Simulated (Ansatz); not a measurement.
The system is MgSe.

```xyz
2
Lattice="0.0000 2.7255 2.7255 2.7255 0.0000 2.7255 2.7255 2.7255 0.0000" Properties=species:S:1:pos:R:3 pbc="T T T"
Se    2.7255    2.7255    2.7255
Mg    0.0000    0.0000    0.0000
```

Base run:

```yaml
Program: Ansatz 0.2.0
Functional: RPBE
Potentials_or_basis: Ansatz PAW
Cutoff: 420 eV
Density_cutoff: 1680 eV
k_mesh: 8 × 8 × 8
Occupations: fermi-dirac, width 0.05 eV
Spin: no spin polarisation
```

Its results: band gap on the k mesh 1.96 eV, indirect (least direct gap 2.76 eV); pressure 3.9 GPa.

**Question.** The run is repeated on the same cell with these changes: functional from RPBE to BLYP. What comes out?

**Answer.** Band gap on the k mesh 1.88 eV, indirect (least direct gap 2.75 eV); pressure 4.5 GPa.

Caveats: the potentials were made for another functional, which shifts forces and pressure; the PAW data sets come from PBE, with cores solved anew for the run's functional, which leaves a small shift of forces and pressure.

Not every run made on this cell is shown here.
